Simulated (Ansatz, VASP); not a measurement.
**One calculation of CdS, two programs**

```
CELL_PARAMETERS angstrom
0.00000 2.85657 2.85657
2.85657 0.00000 2.85657
2.85657 2.85657 0.00000
ATOMIC_POSITIONS crystal
Cd 0.00000 0.00000 0.00000
S 0.50000 0.50000 0.50000
```

Change from the starting cell: hydrostatic strain +4.8%.

Alike in both runs: task single point; functional r2SCAN; k mesh 8 × 8 × 8; no spin polarisation.

|  | VASP | Ansatz |
| --- | --- | --- |
| version | VASP 6.6.1 | Ansatz 0.2.0 |
| potentials or method | VASP PAW PBE potentials, release 64 (Cd, S) | plane waves, PAW |
| plane-wave cutoff (eV) | 520 | 500 |
| occupations | gaussian, width 0.01 eV | fixed |
| valence electrons in the cell | 18 | 26 |

Ansatz gave:

| Item | Value |
| --- | --- |
| gap on the k mesh at the Fermi level (eV) | 0.70 |
| pressure (GPa) | -8.3 |

Problem. Which values does VASP return?

Solution. gap on the k mesh at the Fermi level (eV): 0.68; pressure (GPa): -8.0.

The two sets of potentials don't hold the same shells in valence.

Caveats: the PAW data sets were made with another functional, which shifts forces and pressure a little (VASP). A k mesh can miss the band edges.
